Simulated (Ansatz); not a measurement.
Runs of Ansatz 0.2.0 on Ru. It takes space group P6_3/mmc (No. 194, hexagonal). The conventional cell has a = 2.706 Å, b = 2.706 Å, c = 4.282 Å, α = 90.00°, β = 90.00°, γ = 120.00°. Around Ru (site symmetry -6m2) lie 12 Ru at 2.65 to 2.71 Å. 

```tsv
task	potentials or basis	spin	cell	k mesh	cutoff (eV)	mesh quality	pressure (GPa)
band structure	all-electron LAPW, relativistic spinors	SOC, no magnetisation	as given	8 × 8 × 4	281	coarse	(a)
band structure	all-electron LAPW, scalar-relativistic	off	as given	8 × 8 × 4	281	coarse	-6.4
relaxation of cell and atoms	all-electron LAPW, scalar-relativistic	off	relaxed	11 × 11 × 6	-	not flagged	0.0
relaxation of cell and atoms	all-electron LAPW, scalar-relativistic	off	relaxed to 10 GPa	11 × 11 × 6	-	not flagged	10.0
relaxation of cell and atoms	all-electron LAPW, scalar-relativistic	off	relaxed to 20 GPa	11 × 11 × 6	-	not flagged	20.0
```

Alike in all rows: level PBEsol; smearing fermi-dirac 0.05 eV; basis error allowed 0.001 eV/atom.

Task: Estimate the missing entries.

Result: (a) -6.3.

Caveats: some runs use coarse meshes; the k mesh is thin for a metal, which can move the energy by tens of meV per atom (some runs).

The runs don't all hold the same shells in valence.
